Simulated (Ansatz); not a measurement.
Runs of Ansatz 0.2.0 on Te2Mo. Symmetry: P6_3/mmc, No. 194, hexagonal system. The conventional cell has a = 3.518 Å, b = 3.518 Å, c = 13.974 Å, α = 90.00°, β = 90.00°, γ = 120.00°. Te (site symmetry 3m) is surrounded by 3 Mo at 2.72 Å. Mo (site symmetry -6m2) has 6 Te at 2.72 Å as nearest neighbours. 

| task | level | cell | cutoff (eV) | points for each segment of the path | gap on the mesh (eV) | pressure (GPa) | relaxed volume (Å³/atom) | largest force (eV/Å) |
| --- | --- | --- | --- | --- | --- | --- | --- | --- |
| band structure | r2SCAN | as given | 500 | 14 | (a) | 2.2 | - | (c) |
| relaxation of cell and atoms | r2SCAN | relaxed | 500 | - | 1.06 | 0.0 | 26.99 | - |
| relaxation of cell and atoms | LDA | relaxed | 420 | - | 0.72 | 0.0 | 23.96 | - |
| band structure | LDA | as given | 420 | 14 | 0.76 | (b) | - | 0.29 |

Alike in all rows: potentials or basis Ansatz PAW; no spin polarisation; k mesh 9 × 9 × 2; smearing fermi-dirac 0.05 eV.

Problem. Estimate the missing entries.

Solution. (a) 0.89; (b) -3.0; (c) 0.08.

Caveats: spin-orbit coupling is left out, which moves the levels of the heavy elements; the PAW data sets come from PBE, with cores solved anew for the run's functional, which leaves a small shift of forces and pressure; the k mesh misses the band edges, so the gap on the mesh is wider than the one along the path (some runs); odd divisions of the mesh miss points on the zone boundary, where band edges often lie, so the gap on the mesh can be too wide (some runs); the plane-wave basis is chosen anew once the cell has moved, so the energies of steps on either side of that aren't comparable (some runs).

A k mesh can miss the band edges, and the runs leave out spin-orbit coupling on Mo, Te.

Runs at the PBE level aren't shown here.
